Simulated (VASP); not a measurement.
**CaO in VASP 6.6.1, single-point calculation**

INCAR

```
NSW = 0
GGA = PE
LASPH = .TRUE.
ENCUT = 520
ALGO = Fast
LREAL = .FALSE.
NELM = 78
ISIF = 2
LCHARG = .FALSE.
NBANDS = 15
ISMEAR = -1
EDIFF = 1E-7
PREC = Accurate
IBRION = -1
SIGMA = 0.02
LWAVE = .FALSE.
```

KPOINTS

```
KPOINTS created by Atomic Simulation Environment
0
Monkhorst-Pack
10 10 10
0 0 0
```

POSCAR

```
Ca O
 1.0000000000000000
     0.0000000000000000    2.4694766170000002    2.3630445319000000
     2.4694766170000002    0.0000000000000000    2.3630445319000000
     2.4694766170000002    2.4694766170000002    0.0000000000000000
 Ca  O
   1   1
Cartesian
  0.0000000000000000  0.0000000000000000  0.0000000000000000
  2.4694766169999998  2.4694766169999998  2.3630445319000000
```

The recommended PBE PAW datasets give the neutral cell 16 valence electrons.

Command

```
mpirun -np 1 vasp_std
```

OSZICAR

```
N       E                     dE             d eps       ncg     rms          rms(c)
DAV:   1     0.124528177517E+03    0.12453E+03   -0.83654E+03  8250   0.108E+03
DAV:   2    -0.913180451735E+01   -0.13366E+03   -0.12465E+03 10164   0.289E+02
DAV:   3    -0.143675057699E+02   -0.52357E+01   -0.51989E+01  9925   0.592E+01
DAV:   4    -0.145105625537E+02   -0.14306E+00   -0.14296E+00 11951   0.870E+00
DAV:   5    -0.145117793945E+02   -0.12168E-02   -0.12168E-02  9646   0.740E-01    0.858E+00
RMM:   6    -0.128972992584E+02    0.16145E+01   -0.46947E+00  8557   0.114E+01    0.366E+00
RMM:   7    -0.127914586991E+02    0.10584E+00   -0.23216E-01  9030   0.375E+00    0.188E+00
RMM:   8    -0.127923342797E+02   -0.87558E-03   -0.10943E-01 10131   0.340E+00    0.644E-01
RMM:   9    -0.127865521852E+02    0.57821E-02   -0.12400E-02 12181   0.856E-01    0.197E-01
RMM:  10    -0.127868951591E+02   -0.34297E-03   -0.36135E-03 12367   0.391E-01    0.900E-02
RMM:  11    -0.127872713587E+02   -0.37620E-03   -0.80563E-04 11428   0.220E-01    0.592E-02
RMM:  12    -0.127872850292E+02   -0.13670E-04   -0.48954E-04 12450   0.135E-01    0.303E-02
RMM:  13    -0.127872830333E+02    0.19959E-05   -0.10486E-04 13368   0.592E-02    0.215E-02
RMM:  14    -0.127872836493E+02   -0.61607E-06   -0.29668E-05 13652   0.264E-02    0.136E-02
RMM:  15    -0.127872840826E+02   -0.43322E-06   -0.88329E-06 12458   0.212E-02    0.116E-03
RMM:  16    -0.127872847658E+02   -0.68324E-06   -0.31205E-06 13025   0.121E-02    0.404E-03
RMM:  17    -0.127872845465E+02    0.21929E-06   -0.95116E-07 11695   0.566E-03    0.136E-03
RMM:  18    -0.127872845728E+02   -0.26324E-07   -0.38125E-07 10093   0.330E-03
   1 F= -.12787285E+02 E0= -.12787285E+02  d E =-.155426E-10
```

Standard output (part)

```
POSCAR found type information on POSCAR CaO
 POSCAR found :  2 types and       2 ions
 LDA part: xc-table for (Slater+PW92), standard interpolation
 POSCAR, INCAR and KPOINTS ok, starting setup
 WAVECAR not read
 entering main loop
WARNING in EDDRMM: call to ZHEGV failed, returncode =   6  3     14
WARNING in EDDRMM: call to ZHEGV failed, returncode =   8  4     11
WARNING in EDDRMM: call to ZHEGV failed, returncode =   8  4      9
WARNING in EDDRMM: call to ZHEGV failed, returncode =   6  3     10
WARNING in EDDRMM: call to ZHEGV failed, returncode =   8  4     14
WARNING in EDDRMM: call to ZHEGV failed, returncode =   6  3     13
WARNING in EDDRMM: call to ZHEGV failed, returncode =   8  4     12
WARNING in EDDRMM: call to ZHEGV failed, returncode =   6  3     11
WARNING in EDDRMM: call to ZHEGV failed, returncode =   8  4     11
WARNING in EDDRMM: call to ZHEGV failed, returncode =   8  4     10
WARNING in EDDRMM: call to ZHEGV failed, returncode =   8  4      9
WARNING in EDDRMM: call to ZHEGV failed, returncode =   6  3     13
WARNING in EDDRMM: call to ZHEGV failed, returncode =   8  4     10
WARNING in EDDRMM: call to ZHEGV failed, returncode =   8  4     11
WARNING in EDDRMM: call to ZHEGV failed, returncode =   8  4     13
WARNING in EDDRMM: call to ZHEGV failed, returncode =   8  4     11
WARNING in EDDRMM: call to ZHEGV failed, returncode =   8  4     12
WARNING in EDDRMM: call to ZHEGV failed, returncode =   6  3     12
...
```

From OUTCAR

```
k-points           NKPTS =    275   k-points in BZ     NKDIM =    275   number of bands    NBANDS=     15

   NELECT =      16.0000    total number of electrons

   dimension x,y,z NGX =    28 NGY =   28 NGZ =   28
   dimension x,y,z NGXF=    56 NGYF=   56 NGZF=   56

  energy-cutoff  :      520.00
  volume of cell :       28.82
      direct lattice vectors                 reciprocal lattice vectors
     0.000000000  2.469476617  2.363044532    -0.202472053  0.202472053  0.211591442
     2.469476617  0.000000000  2.363044532     0.202472053 -0.202472053  0.211591442
     2.469476617  2.469476617  0.000000000     0.202472053  0.202472053 -0.211591442

 k-points in reciprocal lattice and weights: KPOINTS created by Atomic Simulation Env
   0.05000000  0.05000000  0.05000000       0.002
   0.15000000  0.05000000  0.05000000       0.004
   0.25000000  0.05000000  0.05000000       0.004
   0.35000000  0.05000000  0.05000000       0.004
   0.45000000  0.05000000  0.05000000       0.004
  -0.45000000  0.05000000  0.05000000       0.004
  -0.35000000  0.05000000  0.05000000       0.004
  -0.25000000  0.05000000  0.05000000       0.004
   ...

 E-fermi :   2.5346

 k-point     1 :       0.0500    0.0500    0.0500
  band No.  band energies     occupation
      1     -35.6383      2.00000
      2     -16.4656      2.00000
      3     -16.4436      2.00000
      4     -16.4180      2.00000
      5     -13.2910      2.00000
      6       2.0269      2.00000
      7       2.0750      2.00000
      8       2.1576      2.00000
      9       6.6205      0.00000
     10       8.2019      0.00000
     11       8.2368      0.00000
     12       8.4879      0.00000
     13       9.5787      0.00000
     14      10.0433      0.00000
     15      17.0977      0.00000

 k-point     2 :       0.1500    0.0500    0.0500
  band No.  band energies     occupation
      1     -35.6273      2.00000
      2     -16.6070      2.00000
      3     -16.4613      2.00000
      4     -16.4266      2.00000
      5     -13.1222      2.00000
      6       1.5928      2.00000
      7       1.9135      2.00000
      8       1.9819      2.00000
      9       7.1387      0.00000
     10       8.1860      0.00000
     11       8.5357      0.00000
     12       8.6076      0.00000
     13       9.8201      0.00000
     14      10.4360      0.00000
     15      17.5392      0.00000

 k-point     3 :       0.2500    0.0500    0.0500
  band No.  band energies     occupation
      1     -35.6042      2.00000
      2     -16.8849      2.00000
      3     -16.4835      2.00000
      4     -16.4331      2.00000
      5     -12.8181      2.00000
      6       0.8622      2.00000
      7       1.5661      2.00000
      8       1.6787      2.00000
      9       8.0823      0.00000
     10       8.2904      0.00000
     11       8.9398      0.00000
     12       9.1805      0.00000
     13      10.4082      0.00000
     14      11.1259      0.00000
     15      17.8491      0.00000

 ...

  Total       -0.6129442     -0.6129442      0.5293133      0.0000000      0.0000000      0.0000000
  in kB      -34.0737408    -34.0737408     29.4246754      0.0000000      0.0000000      0.0000000
  external PRESSURE =     -12.9076021 kB  Pullay stress =       0.0000000 kB

 POSITION                                       TOTAL-FORCE (eV/Angst)
 -----------------------------------------------------------------------------------
      0.00000      0.00000      0.00000        -0.000000      0.000000      0.000000
      2.46948      2.46948      2.36304         0.000000     -0.000000      0.000000
 -----------------------------------------------------------------------------------
    total drift:                                0.000000      0.000000      0.000000

  FREE ENERGIE OF THE ION-ELECTRON SYSTEM (eV)
  ---------------------------------------------------
  free  energy   TOTEN  =       -12.7872845728 eV

  energy  without entropy=      -12.7872845728  energy(sigma->0) =      -12.78728457
```

It converged. Results: gap between bands v and c on the k mesh 3.62 eV; least direct gap on the k mesh 4.11 eV; pressure -1.3 GPa. Band v is the last that the valence electrons fill when counted band by band, and c is the next.

The shifted mesh misses Γ, so a band edge there is missed.

For comparison, a separate PBE run of the intended cell, on usual settings and not on those above, gives a gap of 3.49 eV on its mesh and a pressure of -1.3 GPa.

The run above took about 2.4 min on one core of a shared host (Intel Xeon Platinum 8488C) and held 0.25 GiB at most.
